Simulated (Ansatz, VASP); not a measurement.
# One calculation of Bi, two programs

```
Bi
1.0
    -1.96813    1.96813    1.96813
     1.96813   -1.96813    1.96813
     1.96813    1.96813   -1.96813
Bi
1
Direct
  0.00000 0.00000 0.00000
```

Change from the starting cell: volume scaled by 0.98.

Alike in both runs: task single point; functional PBE; k mesh 9 × 9 × 9; occupations fermi-dirac, width 0.05 eV; no spin polarisation.

```csv
,VASP,Ansatz
version,VASP 6.6.1,Ansatz 0.2.0
potentials or method,"VASP PAW PBE potentials, release 64 (Bi_d), cutoff 520 eV","all-electron LAPW, scalar-relativistic"
```

Ansatz gave:

```
gap on the k mesh at the Fermi level (eV) : none
pressure (GPa)                            : 2.1
```

Q: What did VASP give for the same quantities?

A: gap on the k mesh at the Fermi level (eV): none; pressure (GPa): 2.0.

A gap of «none» marks a metal or a gap that the smearing closes. Ansatz ran all-electron here, so the differences hold the error of VASP's frozen core and of both bases.

Caveats: spin-orbit coupling is left out, which moves the levels of the heavy elements.
